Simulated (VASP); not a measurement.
# HgSe (F-43m) in VASP: a series of runs

The runs below take HgSe through single point, with PBE.

Program: VASP 6.6.1. These are calculated values, not measurements. Logs are shortened: lines on timing, memory, paths and dates and some standing lists are left out, and cuts for length are marked.

## (1) Starting point

It takes space group F-43m (No. 216, cubic). Conventional cell: a = 6.078 Å, b = 6.078 Å, c = 6.078 Å, α = 90.00°, β = 90.00°, γ = 90.00°. Around Hg (site symmetry -43m) lie 4 Se at 2.63 Å. Se (site symmetry -43m) has 4 Hg at 2.63 Å as nearest neighbours.

## (2) Single point, PBE

The input, INCAR:

```
ALGO = Normal
EDIFF = 1E-6
ENCUT = 500
GGA = PE
ISIF = 2
ISMEAR = 0
LASPH = T
LCHARG = F
LREAL = F
LWAVE = F
NBANDS = 20
NELM = 80
PREC = Accurate
SIGMA = 0.02
```

The input, KPOINTS:

```
k-points
0
Gamma
  5 5 5
```

The input, POSCAR:

```
HgSe
1.0
    0.0000000000      3.0390000000      3.0390000000
    3.0390000000      0.0000000000      3.0390000000
    3.0390000000      3.0390000000      0.0000000000
Hg Se
1 1
Direct
    0.0000000000      0.0000000000      0.0000000000
    0.7500000000      0.7500000000      0.7500000000
```

Potentials or basis: VASP PAW PBE potentials, release 64 (Hg_sv_GW, Se_GW).

On the command line:

```sh
$ cat potpaw_PBE.64/Hg_sv_GW/POTCAR potpaw_PBE.64/Se_GW/POTCAR > POTCAR
$ mpirun -np 1 vasp_std > vasp.out
```

OUTCAR:

```text
EDIFF = 1E-6
   ENCUT = 500
   GGA = PE
   ISIF = 2
   ISMEAR = 0
   LASPH = T
   LREAL = F
   NELM = 80
   PREC = Accurate

 ion  position               nearest neighbor table
   1  0.000  0.000  0.000-   2 2.63   2 2.63   2 2.63   2 2.63
   2  0.750  0.750  0.750-   1 2.63   1 2.63   1 2.63   1 2.63

  LATTYP: Found a face centered cubic cell.
 ALAT       =     6.0780000000

  Lattice vectors:

 A1 = (   0.0000000000,   3.0390000000,   3.0390000000)
 A2 = (   3.0390000000,   0.0000000000,   3.0390000000)
 A3 = (   3.0390000000,   3.0390000000,   0.0000000000)

Analysis of symmetry for initial positions (statically):
=====================================================================
 Subroutine PRICEL returns:
 Original cell was already a primitive cell.

 Routine SETGRP: Setting up the symmetry group for a
 face centered cubic supercell.

 Subroutine GETGRP returns: Found 24 space group operations
 (whereof 24 operations were pure point group operations)
 out of a pool of 48 trial point group operations.

The static configuration has the point symmetry T_d .

Analysis of symmetry for dynamics (positions and initial velocities):
=====================================================================
 Subroutine PRICEL returns:
 Original cell was already a primitive cell.

 Routine SETGRP: Setting up the symmetry group for a
 face centered cubic supercell.

 Subroutine GETGRP returns: Found 24 space group operations
 (whereof 24 operations were pure point group operations)
 out of a pool of 48 trial point group operations.

The dynamic configuration has the point symmetry T_d .

 Subroutine INISYM returns: Found 24 space group operations
 (whereof 24 operations are pure point group operations),
 and found     1 'primitive' translations

----------------------------------------------------------------------------------------

                                     Primitive cell

  volume of cell :      56.1335

  direct lattice vectors                    reciprocal lattice vectors
     0.000000000  3.039000000  3.039000000    -0.164527805  0.164527805  0.164527805
     3.039000000  0.000000000  3.039000000     0.164527805 -0.164527805  0.164527805
     3.039000000  3.039000000  0.000000000     0.164527805  0.164527805 -0.164527805

  length of vectors
     4.297795016  4.297795016  4.297795016     0.284970518  0.284970518  0.284970518

  position of ions in fractional coordinates (direct lattice)
     0.000000000  0.000000000  0.000000000
     0.750000000  0.750000000  0.750000000

  ion indices of the primitive-cell ions
   primitive index   ion index
                 1           1
                 2           2

----------------------------------------------------------------------------------------

 KPOINTS: k-points

Automatic generation of k-mesh.
 Grid dimensions read from file:
 generate k-points for:    5    5    5

 Generating k-lattice:

  Cartesian coordinates                     Fractional coordinates (reciprocal lattice)
    -0.032905561  0.032905561  0.032905561     0.200000000  0.000000000  0.000000000
     0.032905561 -0.032905561  0.032905561     0.000000000  0.200000000  0.000000000
     0.032905561  0.032905561 -0.032905561     0.000000000  0.000000000  0.200000000

  Length of vectors
     0.056994104  0.056994104  0.056994104

  Shift w.r.t. Gamma in fractional coordinates (k-lattice)
     0.000000000  0.000000000  0.000000000

 Subroutine IBZKPT returns following result:
 ===========================================

 Found     10 irreducible k-points:

 Following reciprocal coordinates:
            Coordinates               Weight
  0.000000  0.000000  0.000000      1.000000
  0.200000  0.000000  0.000000      8.000000
  0.400000  0.000000  0.000000      8.000000
  0.200000  0.200000  0.000000      6.000000
  0.400000  0.200000  0.000000     24.000000
 -0.400000  0.200000  0.000000     24.000000
 -0.200000  0.200000  0.000000     12.000000
  0.400000  0.400000  0.000000      6.000000
 -0.400000  0.400000  0.000000     12.000000
 -0.400000  0.400000  0.200000     24.000000
   k-points           NKPTS =     10   k-points in BZ     NKDIM =     10   number of bands    NBANDS=     20
   number of dos      NEDOS =    301   number of ions     NIONS =      2
   total plane-waves  NPLWV =  32768
   dimension x,y,z NGX =    32 NGY =   32 NGZ =   32
   dimension x,y,z NGXF=    64 NGYF=   64 NGZF=   64
   ions per type =               1   1
   NGX,Y,Z   is equivalent  to a cutoff of  12.38, 12.38, 12.38 a.u.
   NGXF,Y,Z  is equivalent  to a cutoff of  24.76, 24.76, 24.76 a.u.
 SYSTEM =  unknown system
   PREC   = accura    normal or accurate (medium, high low for compatibility)
   ISTART =      0    job   : 0-new  1-cont  2-samecut
   ICHARG =      2    charge: 1-file 2-atom 10-const
   ISPIN  =      1    spin polarized calculation?
   LNONCOLLINEAR =      F non collinear calculations
   LSORBIT =      F    spin-orbit coupling
   LASPH  =      T    aspherical Exc in radial PAW
   ENCUT  =  500.0 eV  36.75 Ry    6.06 a.u.   7.84  7.84  7.84*2*pi/ulx,y,z
   NELM   =     80;   NELMIN=  2; NELMDL= -5     # of ELM steps
   EDIFF  = 0.1E-05   stopping-criterion for ELM
   LREAL  =      F    real-space projection
   EDIFFG = 0.1E-04   stopping-criterion for IOM
   NSW    =      0    number of steps for IOM
   IBRION =     -1    ionic relax: 0-MD 1-quasi-New 2-CG
   NFREE  =      0    steps in history (QN), initial steepest desc. (CG)
   ISIF   =      2    stress and relaxation
   ISYM   =      2    0-nonsym 1-usesym 2-fastsym
   POTIM  = 0.5000    time-step for ionic-motion
   TEBEG  =    0.0;   TEEND  =   0.0 temperature during run
   PSTRESS=    0.0 pullay stress
   NELECT =      26.0000    total number of electrons
   NUPDOWN=      -1.0000    fix difference up-down
   EMIN   =  10.00;   EMAX   =-10.00  energy-range for DOS
   EFERMI =   0.00;   METHOD = LEGACY
   ISMEAR =     0;   SIGMA  =   0.02  broadening in eV -4-tet -1-fermi 0-gaus
   EFERMI_NEDOS =   21; number of points for ismear=-14 and -15
   IALGO  =     38    algorithm
   IMIX   =      4    mixing-type and parameters
     AMIX     =   0.40;   BMIX     =  1.00
     AMIX_MAG =   1.60;   BMIX_MAG =  1.00
  volume/ion in A,a.u.               =      28.07       189.40
  Fermi-wavevector in a.u.,A,eV,Ry     =   1.266656  2.393632 21.829414  1.604417
  Thomas-Fermi vector in A             =   2.399845
   LORBIT       =      0    0 simple, 1 ext, 2 COOP (PROOUT), +10 PAW based schemes
   GGA     = PE    functional components
   LHFCALC =     F    Hartree Fock is set to
   AEXX    =    0.0000 exact exchange contribution
   IVDW    =     0    specifies the selected vdW correction
   LEPSILON=     F    determine dielectric tensor
   LRPA    =     F    only Hartree local field effects (RPA)
 non-spin polarized calculation
 Gauss-broadening in eV      SIGMA  =   0.02
  energy-cutoff  :      500.00
  volume of cell :       56.13
 maximum number of plane-waves:      1440
   NGX = 15   NGY = 15   NGZ = 15

 number of electron      26.0000012 magnetization

 Free energy of the ion-electron system (eV)
  ---------------------------------------------------
  ext. energy  EPLUGINS =         0.00000000
  ---------------------------------------------------
  free energy    TOTEN  =        -4.01929780 eV

  energy without entropy =       -4.01905098  energy(sigma->0) =       -4.01917439

 E-fermi :   3.1476     XC(G=0):  -9.2450

 val. band max:        3.1415321476   @ k =   0.0000   0.0000   0.0000
 cond. band min:       4.0852485458   @ k =   0.2000   0.0000   0.0000
 fundamental gap:      0.9437163982
 Fermi energy:         3.1476235368

 k-point     1 :       0.0000    0.0000    0.0000
  band No.  band energies     occupation
      1    -111.4824      2.00000
      2     -59.8492      2.00000
      3     -59.8492      2.00000
      4     -59.8492      2.00000
      5     -10.3347      2.00000
      6      -4.0437      2.00000
[... 12 lines left out ...]
     19      14.4585      0.00000
     20      14.4585      0.00000

 k-point     2 :       0.2000    0.0000    0.0000
  band No.  band energies     occupation
      1    -111.4824      2.00000
      2     -59.8494      2.00000
      3     -59.8494      2.00000
      4     -59.8491      2.00000
      5     -10.1743      2.00000
      6      -3.9735      2.00000
[... 12 lines left out ...]
     19      13.2790      0.00000
     20      13.2790      0.00000

 k-point     3 :       0.4000    0.0000    0.0000
  band No.  band energies     occupation
      1    -111.4824      2.00000
      2     -59.8498      2.00000
      3     -59.8493      2.00000
      4     -59.8493      2.00000
      5      -9.9002      2.00000
      6      -3.8829      2.00000
[... 12 lines left out ...]
     19      14.2023      0.00000
     20      14.2023      0.00000

 k-point     4 :       0.2000    0.2000    0.0000
  band No.  band energies     occupation
      1    -111.4824      2.00000
      2     -59.8495      2.00000
      3     -59.8494      2.00000
      4     -59.8494      2.00000
      5     -10.1205      2.00000
      6      -4.0285      2.00000
[... 12 lines left out ...]
     19      14.5179      0.00000
     20      14.6154      0.00000

 k-point     5 :       0.4000    0.2000    0.0000
  band No.  band energies     occupation
      1    -111.4824      2.00000
      2     -59.8497      2.00000
      3     -59.8494      2.00000
      4     -59.8493      2.00000
      5      -9.8819      2.00000
      6      -3.8951      2.00000
[... 12 lines left out ...]
     19      14.8566      0.00000
     20      14.9695      0.00000

 k-point     6 :      -0.4000    0.2000    0.0000
  band No.  band energies     occupation
      1    -111.4824      2.00000
      2     -59.8500      2.00000
      3     -59.8496      2.00000
      4     -59.8495      2.00000
      5      -9.7873      2.00000
      6      -3.8361      2.00000
[... 12 lines left out ...]
     19      14.0279      0.00000
     20      14.8161      0.00000

 k-point     7 :      -0.2000    0.2000    0.0000
  band No.  band energies     occupation
      1    -111.4824      2.00000
      2     -59.8494      2.00000
      3     -59.8492      2.00000
      4     -59.8492      2.00000
      5      -9.9736      2.00000
      6      -3.8875      2.00000
[... 12 lines left out ...]
     19      14.2697      0.00000
     20      14.8997      0.00000

 k-point     8 :       0.4000    0.4000    0.0000
  band No.  band energies     occupation
      1    -111.4824      2.00000
      2     -59.8497      2.00000
      3     -59.8491      2.00000
      4     -59.8491      2.00000
      5      -9.7537      2.00000
      6      -3.9051      2.00000
[... 12 lines left out ...]
     19      14.6459      0.00000
     20      17.0495      0.00000

 k-point     9 :      -0.4000    0.4000    0.0000
  band No.  band energies     occupation
      1    -111.4824      2.00000
      2     -59.8497      2.00000
      3     -59.8496      2.00000
      4     -59.8495      2.00000
      5      -9.6952      2.00000
      6      -3.8235      2.00000
[... 12 lines left out ...]
     19      14.8569      0.00000
     20      16.3923      0.00000

 k-point    10 :      -0.4000    0.4000    0.2000
  band No.  band energies     occupation
      1    -111.4824      2.00000
      2     -59.8497      2.00000
      3     -59.8495      2.00000
      4     -59.8494      2.00000
      5      -9.7313      2.00000
      6      -3.7705      2.00000
[... 12 lines left out ...]
     19      14.7277      0.00000
     20      16.1078      0.00000

------------------------ aborting loop because EDIFF is reached ----------------------------------------

  FORCE on cell =-STRESS in cart. coord.  units (eV):
  Direction    XX          YY          ZZ          XY          YZ          ZX
  --------------------------------------------------------------------------------------
  -------------------------------------------------------------------------------------
  Total        1.5047825      1.5047825      1.5047825      0.0000000      0.0000000     -0.0000000
  in kB       42.9499067     42.9499067     42.9499067      0.0000000      0.0000000     -0.0000000
  external PRESSURE =      42.9499067 kB  Pullay stress =       0.0000000 kB

 VOLUME and BASIS-vectors are now :
 -----------------------------------------------------------------------------
  energy-cutoff  :      500.00
  volume of cell :       56.13
      direct lattice vectors                 reciprocal lattice vectors
     0.000000000  3.039000000  3.039000000    -0.164527805  0.164527805  0.164527805
     3.039000000  0.000000000  3.039000000     0.164527805 -0.164527805  0.164527805
     3.039000000  3.039000000  0.000000000     0.164527805  0.164527805 -0.164527805

 POSITION                                       TOTAL-FORCE (eV/Angst)
 -----------------------------------------------------------------------------------
      0.00000      0.00000      0.00000        -0.000000     -0.000000     -0.000000
      4.55850      4.55850      4.55850         0.000000      0.000000      0.000000
 -----------------------------------------------------------------------------------
    total drift:                                0.000000      0.000000      0.000000

  FREE ENERGIE OF THE ION-ELECTRON SYSTEM (eV)
  ---------------------------------------------------
  free  energy   TOTEN  =        -4.0192978008 eV

  energy  without entropy=       -4.0190509811  energy(sigma->0) =       -4.01917439
```

It took 13 s on 1 thread of Intel Xeon 6975P-C (Granite Rapids), shared host; peak memory 0.17 GiB.

What came out:

| Item | Value |
| --- | --- |
| Free energy | -4.0193 eV |
| Pressure | 4.3 GPa |
| Band gap on the k mesh | none (metal or under the smearing width) |

Levels at points of the mesh, in eV from the Fermi level:
```csv
k point,band 10,band 11,band 12,band 13,band 14,band 15,band 16,band 17
"(0.00, 0.00, 0.00)",-6.44,-0.96,-0.01,-0.01,-0.01,5.48,5.48,5.48
```

## (3) Single point, PBE

The input, INCAR:

```
SYSTEM = HgSe
ALGO = Normal
EDIFF = 1E-6
ENCUT = 520
GGA = PE
ISIF = 2
ISMEAR = 0
LASPH = .True.
LCHARG = .True.
LELF = .True.
LREAL = .False.
LVHAR = .True.
LWAVE = .False.
NELM = 60
PREC = Accurate
SIGMA = 0.028000000000000004
```

The input, KPOINTS:

```
k-points
0
Gamma
  8 8 8
  0 0 0
```

POSCAR is that of step 2.

Potentials or basis: VASP PAW PBE potentials, release 64 (Hg, Se).

On the command line:

```sh
$ cat potpaw_PBE.64/Hg/POTCAR potpaw_PBE.64/Se/POTCAR > POTCAR
$ mpirun -np 1 vasp_std > vasp.out
```

OUTCAR:

```text
SYSTEM = HgSe
   EDIFF = 1E-6
   ENCUT = 520
   GGA = PE
   ISIF = 2
   ISMEAR = 0
   LASPH = .True.
   LREAL = .False.
   NELM = 60
   PREC = Accurate

 ion  position               nearest neighbor table
   1  0.000  0.000  0.000-   2 2.63   2 2.63   2 2.63   2 2.63
   2  0.750  0.750  0.750-   1 2.63   1 2.63   1 2.63   1 2.63

  LATTYP: Found a face centered cubic cell.
 ALAT       =     6.0780000000

  Lattice vectors:

 A1 = (   0.0000000000,   3.0390000000,   3.0390000000)
 A2 = (   3.0390000000,   0.0000000000,   3.0390000000)
 A3 = (   3.0390000000,   3.0390000000,   0.0000000000)

Analysis of symmetry for initial positions (statically):
=====================================================================
 Subroutine PRICEL returns:
 Original cell was already a primitive cell.

 Routine SETGRP: Setting up the symmetry group for a
 face centered cubic supercell.

 Subroutine GETGRP returns: Found 24 space group operations
 (whereof 24 operations were pure point group operations)
 out of a pool of 48 trial point group operations.

The static configuration has the point symmetry T_d .

Analysis of symmetry for dynamics (positions and initial velocities):
[... 169 lines left out ...]
      1     -11.7114      2.00000
      2      -5.4166      2.00000
      3      -5.4166      2.00000
      4      -5.4166      2.00000
      5      -4.6689      2.00000
      6      -4.6689      2.00000
      7       0.8347      2.00000
      8       1.7703      1.33333
      9       1.7703      1.33333
     10       1.7703      1.33333
     11       7.2574      0.00000
     12       7.2574      0.00000
     13       7.2574      0.00000
[... 354 lines left out ...]
  band No.  band energies     occupation
      1     -11.1520      2.00000
      2      -5.1936      2.00000
      3      -5.1360      2.00000
      4      -4.7219      2.00000
      5      -4.6495      2.00000
      6      -4.2760      2.00000
      7      -3.5114      2.00000
      8      -0.6031      2.00000
      9       0.2605      2.00000
     10       4.4366      0.00000
     11       7.0644      0.00000
     12       8.0960      0.00000
     13       9.5586      0.00000

 [... further k-points ...]
[... 5 lines left out ...]
  --------------------------------------------------------------------------------------
  -------------------------------------------------------------------------------------
  Total        1.7633803      1.7633803      1.7633803      0.0000000      0.0000000      0.0000000
  in kB       50.3308753     50.3308753     50.3308753      0.0000000      0.0000000      0.0000000
  external PRESSURE =      50.3308753 kB  Pullay stress =       0.0000000 kB

 VOLUME and BASIS-vectors are now :
 -----------------------------------------------------------------------------
  energy-cutoff  :      520.00
  volume of cell :       56.13
      direct lattice vectors                 reciprocal lattice vectors
     0.000000000  3.039000000  3.039000000    -0.164527805  0.164527805  0.164527805
     3.039000000  0.000000000  3.039000000     0.164527805 -0.164527805  0.164527805
     3.039000000  3.039000000  0.000000000     0.164527805  0.164527805 -0.164527805

 POSITION                                       TOTAL-FORCE (eV/Angst)
 -----------------------------------------------------------------------------------
      0.00000      0.00000      0.00000        -0.000000      0.000000      0.000000
      4.55850      4.55850      4.55850         0.000000     -0.000000     -0.000000
 -----------------------------------------------------------------------------------
    total drift:                                0.000000      0.000000      0.000000

  FREE ENERGIE OF THE ION-ELECTRON SYSTEM (eV)
  ---------------------------------------------------
  free  energy   TOTEN  =        -4.0085088148 eV

  energy  without entropy=       -4.0084244526  energy(sigma->0) =       -4.00846663
```

stdout:

```text
POSCAR found type information on POSCAR HgSe
 POSCAR found :  2 types and       2 ions
 scaLAPACK will be used
 LDA part: xc-table for (Slater+PW92), standard interpolation
 POSCAR, INCAR and KPOINTS ok, starting setup
 FFT: planning ... GRIDC
 FFT: planning ... GRID_SOFT
 FFT: planning ... GRID
 WAVECAR not read
 entering main loop
```

Wall time 8.3 s (1 thread of Intel Xeon 6975P-C (Granite Rapids), shared host); peak memory 0.18 GiB.

Results:

```yaml
Free_energy: -4.0085 eV
Pressure: 5.0 GPa
Band_gap_on_the_k_mesh: none (metal or under the smearing width)
```

Levels at points of the mesh, in eV from the Fermi level:
| k point | band 7 | band 8 | band 9 | band 10 | band 11 | band 12 |
| --- | --- | --- | --- | --- | --- | --- |
| (0.00, 0.00, 0.00) | -0.94 | -0.01 | -0.01 | -0.01 | 5.48 | 5.48 |
| (0.50, 0.00, 0.00) | -5.54 | -0.99 | -0.99 | 1.11 | 6.24 | 6.24 |
| (0.50, 0.50, 0.00) | -5.11 | -2.32 | -2.32 | 2.77 | 2.98 | 8.48 |

## (4) The reference run

An earlier run on the cell as given: functional PBEsol; potentials or basis VASP PAW PBE potentials, release 64 (Hg, Se); cutoff 520 eV; k mesh 8 × 8 × 8; occupations fermi-dirac, width 0.05 eV; no spin polarisation.

- Pressure: 1.8 GPa
- Band gap on the k mesh: none (metal or under the smearing width)

## (5) Summary

| level | potentials or basis | k mesh | cutoff (eV) | smearing | ladder | gap on the mesh (eV) | pressure (GPa) |
| --- | --- | --- | --- | --- | --- | --- | --- |
| PBE | VASP PAW PBE potentials, release 64 (Hg_sv_GW, Se_GW) | 5 × 5 × 5 | 500 | gaussian 0.02 eV | - | none | 4.3 |
| PBE | VASP PAW PBE potentials, release 64 (Hg, Se) | 8 × 8 × 8 | 520 | gaussian 0.028 eV | - | none | 5.0 |
| PBEsol | VASP PAW PBE potentials, release 64 (Hg, Se) | 8 × 8 × 8 | 520 | fermi-dirac 0.05 eV | free | none | 1.8 |

Alike in all rows: task single point; no spin polarisation; cell as given.

Caveats: the PAW data sets were made with another functional, which shifts forces and pressure a little (some runs).

Total energies depend on the potentials used, so only differences within one code and one set of settings carry meaning.
